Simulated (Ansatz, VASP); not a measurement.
MgB, level by level in two programs

```
CELL_PARAMETERS angstrom
2.85602 0.00000 0.00000
0.00000 2.85602 0.00000
0.00000 0.00000 2.85602
ATOMIC_POSITIONS crystal
Mg 0.00000 0.00000 0.00000
B 0.50000 0.50000 0.50000
```

Change from the starting cell: volume scaled by 0.96.

Single points on this cell with VASP 6.6.1 and Ansatz 0.2.0. Each row is one pair of runs. Alike in all rows: spin: off; k mesh: 9 × 9 × 9; smearing: fermi-dirac, width 0.05 eV; VASP's potentials, cutoff: VASP PAW PBE potentials, release 64 (Mg, B), 520 eV.

| level | Ansatz's potentials, cutoff | gap on the k mesh at the Fermi level (eV), VASP | gap on the k mesh at the Fermi level (eV), Ansatz | pressure (GPa), VASP | pressure (GPa), Ansatz |
| --- | --- | --- | --- | --- | --- |
| PBE | Ansatz PAW, 420 eV | none | none | 3.6 | 3.8 |
| PBE | Ansatz PAW earlier set, 760 eV | none | none | 3.6 | 3.8 |
| PBE | JTH PAW, 900 eV | none | none | 3.6 | 3.9 |
| PBE | SPMS NC, 789 eV | none | none | 3.6 | 4.0 |
| PBE | PseudoDojo standard (PBE files), 1143 eV | none | none | 3.6 | 4.0 |
| PBE | PseudoDojo stringent (PBE files), 1143 eV | none | none | 3.6 | 4.0 |
| PBE | Ansatz NC, 1143 eV | none | none | 3.6 | 3.9 |

Pressure (GPa): the two programs differ by at most 0.42.

A gap of «none» marks a metal or a gap that the smearing closes.
